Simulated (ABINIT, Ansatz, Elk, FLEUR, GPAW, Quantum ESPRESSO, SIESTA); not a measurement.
**Li₂O (Fm-3m, 3 atoms in the cell) computed with different codes at matched settings**

Self-consistent single point, at a second geometry (lattice scaled by 0.98). First geometry:

```
Li2O
1.0
    0.00000     2.30884     2.30884
    2.30884     0.00000     2.30884
    2.30884     2.30884     0.00000
Li O
2 1
Direct
  0.25000   0.25000   0.25000
  0.75000   0.75000   0.75000
  0.00000   0.00000   0.00000
```

Shared settings, as Ansatz (an electronic-structure program) writes them: kpoints.mp_grid.grid = 12 12 12; scf.occupations.method = fermi_dirac; scf.occupations.width = 0.0007 Ry. Potentials and cutoffs stand in the table.

```json
[
 {"code": "ABINIT", "model": "PBE, norm-conserving pseudopotentials (PseudoDojo nc-sr-05 PBE standard)", "ΔF from the first geometry (meV/atom)": "8.6", "gap on the mesh (eV)": "5.129", "cutoff": "42 Ha"},
 {"code": "Quantum ESPRESSO", "model": "PBE, SSSP 1.1.2 efficiency (PBE) pseudopotentials", "ΔF from the first geometry (meV/atom)": "9.1", "gap on the mesh (eV)": "5.107", "cutoff": "55 Ry"},
 {"code": "GPAW", "model": "PBE, GPAW PAW datasets PBE (gpaw-data 1.0.1)", "ΔF from the first geometry (meV/atom)": "19.0", "gap on the mesh (eV)": "5.089", "cutoff": "950 eV"},
 {"code": "FLEUR", "model": "PBE, all-electron FLAPW (FLEUR), scalar-relativistic valence", "ΔF from the first geometry (meV/atom)": "11.5", "gap on the mesh (eV)": "5.139", "cutoff": "Kmax 4.5 1/bohr"},
 {"code": "Elk", "model": "PBE, all-electron FP-LAPW, Elk's shipped species files, default APW+lo basis", "ΔF from the first geometry (meV/atom)": "13.8", "gap on the mesh (eV)": "5.129", "cutoff": "default"},
 {"code": "Ansatz", "model": "PBE, default PAW files", "ΔF from the first geometry (meV/atom)": "9.3", "gap on the mesh (eV)": "5.112", "cutoff": "default"},
 {"code": "SIESTA", "model": "GGA PBE, numerical atomic orbitals TZP, PseudoDojo PBE standard norm-conserving potentials (rewritten from UPF to PSML)", "ΔF from the first geometry (meV/atom)": "5.8", "gap on the mesh (eV)": "5.226", "cutoff": "grid 400 Ry"}
]
```

For Ansatz (by 0.5 GPa) the energy change implies a higher mean pressure, against the two pressures, than for the other programs: a sign of finite-basis (Pulay) stress.

Gaps are read on the mesh.

The spread over the programs that give each value: ΔF from the first geometry within 13.2 meV/atom; gap on the mesh within 0.137 eV.

SIESTA uses small atom-centred bases, whose incompleteness enters pressures, forces and empty levels differently from a plane-wave cutoff. FLEUR and Elk treat all electrons, but the usual bases taken here (sphere radii, linearisation, local orbitals, empty states) were not tested for convergence, so the values are no reference for the others. 

The starting cell has typed, rounded lattice constants, without a prior relaxation at this level. Its lattice was rescaled by a random factor within 2.5 % of one. For this run, on top of that: lattice scaled by 0.98.

Keys are those of Ansatz 0.2.
